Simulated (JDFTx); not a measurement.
Os in JDFTx: convergence with cutoff

Os:

```
CELL_PARAMETERS angstrom
0.00000 1.94500 1.94500
1.94500 0.00000 1.94500
1.94500 1.94500 0.00000
ATOMIC_POSITIONS crystal
Os 0.00000 0.00000 0.00000
```

This isn't the form of Os at room conditions, which is hcp.

```yaml
Program: JDFTx 1.7.0 (patched build)
Task: convergence study
Functional: PBEsol
Potentials_or_basis: PseudoDojo-SR-PBEsol-0.4.1-standard
Cutoff: 408 eV
Density_cutoff: 1633 eV
k_mesh: 12 × 12 × 12
Occupations: fermi-dirac, width 0.05 eV
Spin: no spin polarisation
```

These are the settings of the first run; the series varies cutoff, with any setting tied to it.

Hardware: 1 thread of Arm Neoverse V1, on a shared host.

The values tried are 408.171 eV, 489.805 eV, 598.65 eV, 707.496 eV, 816.342 eV, 897.976 eV, 1006.82 eV, 1170.09 eV, 1360.57 eV, loosest first. From which on does the energy stay within 1 meV/atom of the tightest run that finished?

From 1006.82 eV on.

```tsv
cutoff	energy less the tightest run, at zero smearing (meV/atom)	pressure (GPa)	SCF cycles	CPU time (s)	peak memory (GiB)
408.171 eV	5945.13	-162.04	8	7.6	0.04
489.805 eV	2857.34	-118.99	8	8.1	0.05
598.65 eV	861.07	-66.73	8	18	0.05
707.496 eV	187.12	-35.89	8	19	0.06
816.342 eV	26.90	-24.12	8	30	0.07
897.976 eV	4.04	-21.53	8	31	0.08
1006.82 eV	0.59	-20.90	8	29	0.09
1170.09 eV	0.26	-20.91	8	31	0.1
1360.57 eV	0.00	-20.89	8	59	0.12
```

Against the tightest run, the pressure stays within 0.1 GPa from 1006.82 eV on. The tightest run that finished is the yardstick and may itself not be fully converged.

Caveat, for the tightest run too: so large a pressure means that the cell lies far from this level's equilibrium, or that cutoff or potentials fall short. The run has no spin-orbit coupling, so splittings on Os are missing.
